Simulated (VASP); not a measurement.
# TiO2 (P4_2/mnm) in VASP: a series of runs

One crystal, TiO2, is run at these levels: PBEsol; tasks: relaxation of cell and atoms.

All numbers are computed with VASP 6.6.1; they aren't measurements. Logs are shortened: lines on timing, memory, paths and dates and some standing lists are left out, and cuts for length are marked.

## (1) The structure

The structure is tetragonal, space group P4_2/mnm (No. 136). Conventional cell: a = 4.592 Å, b = 4.592 Å, c = 2.957 Å, α = 90.00°, β = 90.00°, γ = 90.00°. Around Ti (site symmetry mmm) lie 6 O at 1.95 to 1.98 Å. O (site symmetry m2m) is surrounded by 3 Ti at 1.95 to 1.98 Å.

## (2) Relaxation of cell and atoms, PBEsol

The input, INCAR:

```
ALGO = Normal
EDIFF = 1E-6
EDIFFG = -0.01
ENCUT = 600
GGA = PS
IBRION = 2
ISIF = 3
ISMEAR = 0
KPAR = 4
LASPH = T
LCHARG = F
LREAL = F
LWAVE = F
NELM = 80
NSW = 90
PREC = Accurate
SIGMA = 0.03
```

The input, KPOINTS:

```
k-points
0
Gamma
  6 6 10
```

The input, POSCAR:

```
TiO2
1.0
    4.5922000000      0.0000000000      0.0000000000
    0.0000000000      4.5922000000      0.0000000000
    0.0000000000      0.0000000000      2.9574000000
Ti O
2 4
Direct
    0.0000000000      0.0000000000      0.0000000000
    0.5000000000      0.5000000000      0.5000000000
    0.3049600000      0.3049600000      0.0000000000
    0.1950400000      0.8049600000      0.5000000000
    0.6950400000      0.6950400000      0.0000000000
    0.8049600000      0.1950400000      0.5000000000
```

Potentials or basis: VASP PAW PBE potentials, release 64 (Ti_sv, O).

Launch:

```bash
> cat potpaw_PBE.64/Ti_sv/POTCAR potpaw_PBE.64/O/POTCAR > POTCAR
> mpirun -np 4 vasp_std > vasp.out
```

OUTCAR:

```text
EDIFF = 1E-6
   EDIFFG = -0.01
   ENCUT = 600
   GGA = PS
   IBRION = 2
   ISIF = 3
   ISMEAR = 0
   LASPH = T
   LREAL = F
   NELM = 80
   NSW = 90
   PREC = Accurate

 ion  position               nearest neighbor table
   1  0.000  0.000  0.000-   4 1.95   6 1.95   4 1.95   6 1.95   5 1.98   3 1.98
   2  0.500  0.500  0.500-   3 1.95   5 1.95   3 1.95   5 1.95   4 1.98   6 1.98
   3  0.305  0.305  0.000-   2 1.95   2 1.95   1 1.98
   4  0.195  0.805  0.500-   1 1.95   1 1.95   2 1.98
   5  0.695  0.695  0.000-   2 1.95   2 1.95   1 1.98
   6  0.805  0.195  0.500-   1 1.95   1 1.95   2 1.98

  LATTYP: Found a simple tetragonal cell.
 ALAT       =     4.5922000000
 C/A-ratio  =     0.6440050520

  Lattice vectors:

 A1 = (   4.5922000000,   0.0000000000,   0.0000000000)
 A2 = (   0.0000000000,   4.5922000000,   0.0000000000)
 A3 = (   0.0000000000,   0.0000000000,   2.9574000000)

Analysis of symmetry for initial positions (statically):
=====================================================================
 Subroutine PRICEL returns:
 Original cell was already a primitive cell.

 Routine SETGRP: Setting up the symmetry group for a
 simple tetragonal supercell.

 Subroutine GETGRP returns: Found 16 space group operations
 (whereof  8 operations were pure point group operations)
 out of a pool of 16 trial point group operations.

The static configuration has the point symmetry D_2h.
 The point group associated with its full space group is D_4h.

Analysis of symmetry for dynamics (positions and initial velocities):
=====================================================================
 Subroutine PRICEL returns:
 Original cell was already a primitive cell.

 Routine SETGRP: Setting up the symmetry group for a
 simple tetragonal supercell.

 Subroutine GETGRP returns: Found 16 space group operations
 (whereof  8 operations were pure point group operations)
 out of a pool of 16 trial point group operations.

The dynamic configuration has the point symmetry D_2h.
 The point group associated with its full space group is D_4h.

 Subroutine INISYM returns: Found 16 space group operations
 (whereof  8 operations are pure point group operations),
 and found     1 'primitive' translations

----------------------------------------------------------------------------------------

                                     Primitive cell

  volume of cell :      62.3665

  direct lattice vectors                    reciprocal lattice vectors
     4.592200000  0.000000000  0.000000000     0.217760550  0.000000000  0.000000000
     0.000000000  4.592200000  0.000000000     0.000000000  0.217760550  0.000000000
     0.000000000  0.000000000  2.957400000     0.000000000  0.000000000  0.338134848

  length of vectors
     4.592200000  4.592200000  2.957400000     0.217760550  0.217760550  0.338134848

  position of ions in fractional coordinates (direct lattice)
     0.000000000  0.000000000  0.000000000
     0.500000000  0.500000000  0.500000000
     0.304960000  0.304960000  0.000000000
     0.195040000  0.804960000  0.500000000
     0.695040000  0.695040000  0.000000000
     0.804960000  0.195040000  0.500000000

  ion indices of the primitive-cell ions
   primitive index   ion index
                 1           1
                 2           2
                 3           3
                 4           4
                 5           5
                 6           6

----------------------------------------------------------------------------------------

 KPOINTS: k-points

Automatic generation of k-mesh.
 Grid dimensions read from file:
 generate k-points for:    6    6   10

 Generating k-lattice:

  Cartesian coordinates                     Fractional coordinates (reciprocal lattice)
     0.036293425  0.000000000  0.000000000     0.166666667  0.000000000  0.000000000
     0.000000000  0.036293425  0.000000000     0.000000000  0.166666667  0.000000000
     0.000000000  0.000000000  0.033813485     0.000000000  0.000000000  0.100000000

  Length of vectors
     0.036293425  0.036293425  0.033813485

  Shift w.r.t. Gamma in fractional coordinates (k-lattice)
     0.000000000  0.000000000  0.000000000

 Subroutine IBZKPT returns following result:
 ===========================================

 Found     60 irreducible k-points:

 Following reciprocal coordinates:
            Coordinates               Weight
  0.000000  0.000000  0.000000      1.000000
  0.166667  0.000000  0.000000      4.000000
  0.333333  0.000000  0.000000      4.000000
  0.500000  0.000000  0.000000      2.000000
  0.166667  0.166667  0.000000      4.000000
  0.333333  0.166667  0.000000      8.000000
[... 16 lines left out ...]
  0.333333  0.000000  0.200000      8.000000
  0.500000  0.000000  0.200000      4.000000
 [... further k-points ...]
   k-points           NKPTS =     60   k-points in BZ     NKDIM =     60   number of bands    NBANDS=     28
   number of dos      NEDOS =    301   number of ions     NIONS =      6
   total plane-waves  NPLWV =  38400
   dimension x,y,z NGX =    40 NGY =   40 NGZ =   24
   dimension x,y,z NGXF=    80 NGYF=   80 NGZF=   48
   ions per type =               2   4
   NGX,Y,Z   is equivalent  to a cutoff of  14.48, 14.48, 13.49 a.u.
   NGXF,Y,Z  is equivalent  to a cutoff of  28.96, 28.96, 26.98 a.u.
 SYSTEM =  unknown system
   PREC   = accura    normal or accurate (medium, high low for compatibility)
   ISTART =      0    job   : 0-new  1-cont  2-samecut
   ICHARG =      2    charge: 1-file 2-atom 10-const
   ISPIN  =      1    spin polarized calculation?
   LNONCOLLINEAR =      F non collinear calculations
   LSORBIT =      F    spin-orbit coupling
   LASPH  =      T    aspherical Exc in radial PAW
   ENCUT  =  600.0 eV  44.10 Ry    6.64 a.u.   9.17  9.17  5.91*2*pi/ulx,y,z
   NELM   =     80;   NELMIN=  2; NELMDL= -5     # of ELM steps
   EDIFF  = 0.1E-05   stopping-criterion for ELM
   LREAL  =      F    real-space projection
   EDIFFG = -.1E-01   stopping-criterion for IOM
   NSW    =     90    number of steps for IOM
   IBRION =      2    ionic relax: 0-MD 1-quasi-New 2-CG
   NFREE  =      1    steps in history (QN), initial steepest desc. (CG)
   ISIF   =      3    stress and relaxation
   ISYM   =      2    0-nonsym 1-usesym 2-fastsym
   POTIM  = 0.5000    time-step for ionic-motion
   TEBEG  =    0.0;   TEEND  =   0.0 temperature during run
   PSTRESS=    0.0 pullay stress
   NELECT =      48.0000    total number of electrons
   NUPDOWN=      -1.0000    fix difference up-down
   EMIN   =  10.00;   EMAX   =-10.00  energy-range for DOS
   EFERMI =   0.00;   METHOD = LEGACY
   ISMEAR =     0;   SIGMA  =   0.03  broadening in eV -4-tet -1-fermi 0-gaus
   EFERMI_NEDOS =   21; number of points for ismear=-14 and -15
   IALGO  =     38    algorithm
   IMIX   =      4    mixing-type and parameters
     AMIX     =   0.40;   BMIX     =  1.00
     AMIX_MAG =   1.60;   BMIX_MAG =  1.00
  volume/ion in A,a.u.               =      10.39        70.15
  Fermi-wavevector in a.u.,A,eV,Ry     =   1.500277  2.835112 30.624403  2.250830
  Thomas-Fermi vector in A             =   2.611798
   LORBIT       =      0    0 simple, 1 ext, 2 COOP (PROOUT), +10 PAW based schemes
   GGA     = PS    functional components
   LHFCALC =     F    Hartree Fock is set to
   AEXX    =    0.0000 exact exchange contribution
   IVDW    =     0    specifies the selected vdW correction
   LEPSILON=     F    determine dielectric tensor
   LRPA    =     F    only Hartree local field effects (RPA)
 conjugate gradient relaxation of ions
 non-spin polarized calculation
 Gauss-broadening in eV      SIGMA  =   0.03
  energy-cutoff  :      600.00
  volume of cell :       62.37
 maximum number of plane-waves:      2102
 NGX is ok and might be reduce to    40
   NGX = 19   NGY = 19   NGZ = 11

--------------------------------------- Ionic step        1  -------------------------------------------

 number of electron      47.9999989 magnetization

 Free energy of the ion-electron system (eV)
  ---------------------------------------------------
  ext. energy  EPLUGINS =         0.00000000
  ---------------------------------------------------
  free energy    TOTEN  =       -56.10482146 eV

  energy without entropy =      -56.10482146  energy(sigma->0) =      -56.10482146

------------------------ aborting loop because EDIFF is reached ----------------------------------------

  FORCE on cell =-STRESS in cart. coord.  units (eV):
  Direction    XX          YY          ZZ          XY          YZ          ZX
  --------------------------------------------------------------------------------------
  -------------------------------------------------------------------------------------
  Total       -0.2630391     -0.2630391     -0.9416572      0.0000000      0.0000000      0.0000000
  in kB       -6.7573951     -6.7573951    -24.1908843      0.0000000      0.0000000      0.0000000
  external PRESSURE =     -12.5685582 kB  Pullay stress =       0.0000000 kB
[... 105 lines left out ...]
  energy  without entropy=      -56.1071697922  energy(sigma->0) =      -56.10716979

--------------------------------------- Ionic step        4  -------------------------------------------

 number of electron      47.9999990 magnetization

 Free energy of the ion-electron system (eV)
  ---------------------------------------------------
  ext. energy  EPLUGINS =         0.00000000
  ---------------------------------------------------
  free energy    TOTEN  =       -56.10775038 eV

  energy without entropy =      -56.10775038  energy(sigma->0) =      -56.10775038

 E-fermi :   4.9282     XC(G=0): -11.7353

 val. band max:        4.7900959147   @ k =   0.0000   0.0000   0.0000
 cond. band min:       6.6212535540   @ k =   0.0000   0.0000   0.0000
 fundamental gap:      1.8311576393
 Fermi energy:         4.9281685894

 k-point     1 :       0.0000    0.0000    0.0000
  band No.  band energies     occupation
      1     -51.8440      2.00000
      2     -51.8258      2.00000
      3     -28.2732      2.00000
      4     -28.2732      2.00000
      5     -28.1000      2.00000
      6     -28.1000      2.00000
[... 733 lines left out ...]
     27       7.9307      0.00000
     28       7.9307      0.00000

 [... further k-points ...]
[... 5 lines left out ...]
  --------------------------------------------------------------------------------------
  -------------------------------------------------------------------------------------
  Total        0.0109929      0.0109929      0.0044440      0.0000000      0.0000000      0.0000000
  in kB        0.2838843      0.2838843      0.1147629      0.0000000      0.0000000      0.0000000
  external PRESSURE =       0.2275105 kB  Pullay stress =       0.0000000 kB
[... 21 lines left out ...]
  FREE ENERGIE OF THE ION-ELECTRON SYSTEM (eV)
  ---------------------------------------------------
  free  energy   TOTEN  =       -56.1077503791 eV

  energy  without entropy=      -56.1077503791  energy(sigma->0) =      -56.10775038

 reached required accuracy - stopping structural energy minimisation
```

Run time: 63 s. Hardware: 4 MPI ranks of Intel Xeon Platinum 8488C (Sapphire Rapids), shared host; peak memory 0.24 GiB.

Results:

```yaml
Free_energy: -56.1078 eV
Relaxed_volume: 10.34 Å³/atom
Relaxed_cell: a = 4.592 Å, b = 4.592 Å, c = 2.942 Å, α = 90.00°, β = 90.00°, γ = 90.00°
Space_group_after_relaxing_to_0.05_Å: P4_2/mnm (No. 136)
Energy_gained_by_relaxing: 0.5 meV/atom
Ionic_steps: 4
Pressure_after_relaxing: 0.0 GPa
Largest_force_after_relaxing: 0.006 eV/Å
Band_gap_on_the_k_mesh: 1.83 eV, direct
```

Forces on the atoms (eV/Å):
```
Ti   0.000  0.000  0.000
Ti   0.000  0.000  0.000
O    0.004  0.004  0.000
O   -0.004  0.004  0.000
O   -0.004 -0.004  0.000
O    0.004 -0.004  0.000
```

Step by step:
```tsv
step	energy change (eV)	largest force (eV/Å)	pressure (GPa)	volume (Å³)
1	0.0000	0.0539	-1.26	62.37
2	-0.0005	0.0656	1.75	61.63
3	-0.0023	0.0597	0.34	61.98
4	-0.0029	0.0055	0.02	62.04
```

Final structure:
```
CELL_PARAMETERS angstrom
4.59242 0.00000 0.00000
0.00000 4.59242 0.00000
0.00000 0.00000 2.94171
ATOMIC_POSITIONS crystal
Ti 0.00000 0.00000 0.00000
Ti 0.50000 0.50000 0.50000
O 0.30429 0.30429 0.00000
O 0.19572 0.80429 0.50000
O 0.69572 0.69572 0.00000
O 0.80429 0.19572 0.50000
```

Caveat: the PAW data sets were made with another functional, which shifts forces and pressure a little.

## (3) Relaxation of cell and atoms, PBEsol

This run uses another cell than the first one, of 10.34 Å³/atom, 0.995 times its volume.

Edit INCAR of step 2 so:

```diff
@@ -1,4 +1,4 @@
 ALGO = Normal
-EDIFF = 1E-6
-EDIFFG = -0.01
+EDIFF = 1E-7
+EDIFFG = -0.005
 ENCUT = 600
```

KPOINTS is that of step 2.

The input, POSCAR:

```
TiO2                                    
1.0
    4.5924156956      0.0000000000      0.0000000000
   -0.0000000000      4.5924156956      0.0000000000
    0.0000000000      0.0000000000      2.9417133062
  Ti              O             
     2     4
Direct
     1.0000000000000000    0.0000000000000000    0.0000000000000000
     0.5000000000000000    0.5000000000000000    0.5000000000000000
     0.3042848952518264    0.3042848952518264    1.0000000000000000
     0.1957151047481736    0.8042848952518266    0.5000000000000000
     0.6957151047481734    0.6957151047481734    0.0000000000000000
     0.8042848952518266    0.1957151047481736    0.5000000000000000
```

Potentials or basis: VASP PAW PBE potentials, release 64 (Ti_sv, O).

Launch:

```bash
> cat potpaw_PBE.64/Ti_sv/POTCAR potpaw_PBE.64/O/POTCAR > POTCAR
> mpirun -np 4 vasp_std > vasp.out
```

It took 35 s on 4 MPI ranks of Intel Xeon Platinum 8488C (Sapphire Rapids), shared host; peak memory 0.24 GiB.

It converged, with:

```yaml
Free_energy: -56.1068 eV
Relaxed_volume: 10.34 Å³/atom
Relaxed_cell: a = 4.593 Å, b = 4.593 Å, c = 2.942 Å, α = 90.00°, β = 90.00°, γ = 90.00°
Space_group_after_relaxing_to_0.05_Å: P4_2/mnm (No. 136)
Energy_gained_by_relaxing: 0.0 meV/atom
Ionic_steps: 2
Pressure_after_relaxing: 0.0 GPa
Band_gap_on_the_k_mesh: 1.83 eV, direct
```

Final structure:
```
Ti O
1.0
     4.59271    0.00000    0.00000
     0.00000    4.59271    0.00000
     0.00000    0.00000    2.94174
Ti O
2 4
Direct
  0.00000 0.00000 0.00000
  0.50000 0.50000 0.50000
  0.30432 0.30432 0.00000
  0.19567 0.80432 0.50000
  0.69568 0.69568 0.00000
  0.80432 0.19567 0.50000
```

Levels at points of the mesh, in eV from the valence-band top:
| k point | band 21 | band 22 | band 23 | band 24 | band 25 | band 26 | band 27 | band 28 |
| --- | --- | --- | --- | --- | --- | --- | --- | --- |
| (0.00, 0.00, 0.00) | -0.69 | -0.46 | -0.46 | 0.00 | 1.83 | 2.11 | 2.41 | 2.50 |
| (0.50, 0.00, 0.00) | -1.64 | -1.64 | -0.76 | -0.76 | 2.51 | 2.51 | 3.04 | 3.04 |
| (0.50, 0.50, 0.00) | -1.30 | -1.30 | -1.09 | -1.09 | 1.87 | 1.87 | 2.53 | 2.53 |
| (0.00, 0.00, 0.50) | -2.43 | -2.43 | -1.45 | -1.45 | 2.98 | 2.98 | 3.22 | 3.22 |
| (0.50, 0.00, 0.50) | -2.08 | -2.08 | -1.06 | -1.06 | 1.88 | 1.88 | 3.24 | 3.24 |
| (0.50, 0.50, 0.50) | -1.31 | -1.31 | -0.68 | -0.68 | 2.59 | 2.59 | 3.20 | 3.20 |

Caveat: the PAW data sets were made with another functional, which shifts forces and pressure a little. A k mesh can miss the band edges.
